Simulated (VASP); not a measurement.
Set up this calculation in VASP 6.6.1, as the native input.

| Quantity | Value |
| --- | --- |
| Task | single point |
| Functional | PBE |
| Potentials or basis | VASP PAW PBE potentials, release 64 (Te, Be) |
| Cutoff | 520 eV |
| k mesh | 8 × 8 × 8 |
| Occupations | gaussian, width 0.02 eV |
| Spin | no spin polarisation |
| Further INCAR settings | ALGO = Fast; EDIFF = 1e-06 |

The structure of BeTe lies in POSCAR:

```
BeTe
1.0
    0.0000000000      2.7700000000      2.7700000000
    2.7700000000      0.0000000000      2.7700000000
    2.7700000000      2.7700000000      0.0000000000
Te Be
1 1
Direct
    0.7500000000      0.7500000000      0.7500000000
    0.0000000000      0.0000000000      0.0000000000
```

These files were run (other wordings do the same):

INCAR

```
  ALGO = Fast
  EDIFF = 1E-6
  ENCUT = 520
  GGA = PE
  ISIF = 2
  ISMEAR = 0
  LASPH = True
  LCHARG = False
  LREAL = False
  LWAVE = False
  NELM = 60
  PREC = Accurate
  SIGMA = 0.02
```

KPOINTS

```
k-points
0
Gamma
  8 8 8
```

Potentials or basis: VASP PAW PBE potentials, release 64 (Te, Be).

Command:

```bash
$ cat potpaw_PBE.64/Te/POTCAR potpaw_PBE.64/Be/POTCAR > POTCAR
$ mpirun -np 1 vasp_std > vasp.out
```

Results of the run:

```yaml
Pressure: 4.5 GPa
Band_gap_on_the_k_mesh: 1.85 eV, indirect (least direct gap 3.56 eV)
```

Caveat: spin-orbit coupling is left out, which moves the levels of the heavy elements.

It took 11 s on 1 thread of Intel(R) Xeon(R) Platinum 8488C (Sapphire Rapids) (shared host), peak memory 0.16 GiB.
